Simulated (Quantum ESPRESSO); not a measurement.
HfO2:

```
CELL_PARAMETERS angstrom
0.00000 2.55750 2.55750
2.55750 0.00000 2.55750
2.55750 2.55750 0.00000
ATOMIC_POSITIONS crystal
Hf 0.00000 0.00000 0.00000
O 0.75000 0.75000 0.75000
O 0.25000 0.25000 0.25000
```

Measurements of this composition are mostly on another form, of space group No. 14.

Program: Quantum ESPRESSO 7.5. Alike in all runs: task band structure; potentials or basis SG15 PBE 1.2; no spin polarisation; cell as given; k mesh 9 × 9 × 9; cutoff (eV) 1197; smearing fermi-dirac 0.05 eV.

Task: Order these runs on this cell by their pressure, lowest first.
A. level LDA; form of the LDA correlation PZ81
B. level PBEsol
C. level RPBE

Result: A (-18.8 GPa), B (-10.4 GPa), C (3.6 GPa).

Caveats: the potentials were made for another functional, which shifts forces and pressure.

Runs at the PBE level aren't shown here.
